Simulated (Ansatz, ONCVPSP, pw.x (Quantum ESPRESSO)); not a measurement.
carbon (fcc): variants of one ONCV potential in the solid

carbon (C), optimised norm-conserving Vanderbilt (ONCV), made with ONCVPSP 4.0.1.1 (patched build) (PBE, scalar-relativistic). Core [He], reference 2s1.75 2p2.25. Waves: 2s: rc 1.05 bohr, ncon 4, nbas 8, qcut 7.7 1/bohr, 1 projector; 2p: rc 3.00 bohr, ncon 3, nbas 7, qcut 5.4 1/bohr, 1 projector. Local part: polynomial inside 0.85 bohr (lpopt 3, dvloc0 1 Ha). Core correction: Teter function, fcfact 5.5, rcfact 1.05.

Crystal test: fcc C in pw.x 7.5, no spin, 18³ k-points, Fermi–Dirac smearing 0.01 Ry, cutoffs set for each file from its atomic test. The reference is all-electron LAPW (Ansatz 0.2.0) with the same functional, mesh and smearing; V0 and B0 come from Birch–Murnaghan fits to the pressures at five volumes. Errors are pseudo minus all-electron; Δ is the rms difference of the E(V) curves that follow from these fits, minima aligned, over ±6 % about the mean V0. Mesh and smearing are coarse, so the numbers serve the comparison and aren't converged zero-temperature values; the lattice is a test structure that the element need not adopt.

All-electron: a0 = 3.083 Å (V0 = 7.33 Å³/atom), B0 = 151.8 GPa.

Base: The largest radius (3.00 bohr) exceeds half the bond length (2.07 bohr), so the spheres overlap, which is one possible source of error among others. This is a poor potential for the solid.

1 further variants are left out: they gave no file fit for a test, a broken result, the same result as the base, or pressures whose basis-set error rivals the error shown.

A dash in a converged row means that the minimum lies outside the volumes sampled.

```csv
change,cutoffs (Ry),pw.x,a0 (Å),a0 error (%),B0 error (%),Δ (meV/atom),mean pressure error (GPa)
base,65/260,converged,3.142,+1.90,-12.6,13.0,+8.04
s: qcut 7.1; p: qcut 5,65/260,converged,–,–,–,–,+10.24
s: qcut 8; p: qcut 5.6,65/260,converged,3.136,+1.72,-11.5,11.9,+7.31
s: qcut 10.6; p: qcut 7.5,70/280,converged,3.119,+1.15,-8.0,8.1,+5.00
```

Q: Give the row for: s: qcut 9.9; p: qcut 6.9.

A: pw.x: converged; mean pressure error (GPa): +5.48; a0 (Å): 3.122; a0 error (%): +1.27; B0 error (%): -8.7; Δ (meV/atom): 8.9.
